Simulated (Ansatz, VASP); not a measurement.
## As in VASP and in Ansatz

```
CELL_PARAMETERS angstrom
1.90361 1.09905 3.60816
-1.90361 1.09905 3.60816
0.00000 -2.19810 3.60816
ATOMIC_POSITIONS crystal
As 0.77371 0.77371 0.77371
As 0.22629 0.22629 0.22629
```

Alike in both runs: task single point; functional PBE; k mesh 14 × 14 × 14; occupations fermi-dirac, width 0.1 eV; no spin polarisation.

|  | VASP | Ansatz |
| --- | --- | --- |
| version | VASP 6.6.1 | Ansatz 0.2.0 |
| potentials or method | VASP PAW PBE potentials, release 64 (As) | plane waves (420 eV) with PAW, scalar-relativistic |
| plane-wave cutoff (eV) | 520 | 420 |
| valence electrons in the cell | 10 | 30 |

```tsv
	VASP	Ansatz	Ansatz less VASP
pressure (GPa)	0.3	0.1	-0.25
```

The functional is the same, so the differences come from potentials, cutoffs and numerics. The two sets of potentials don't hold the same shells in valence.
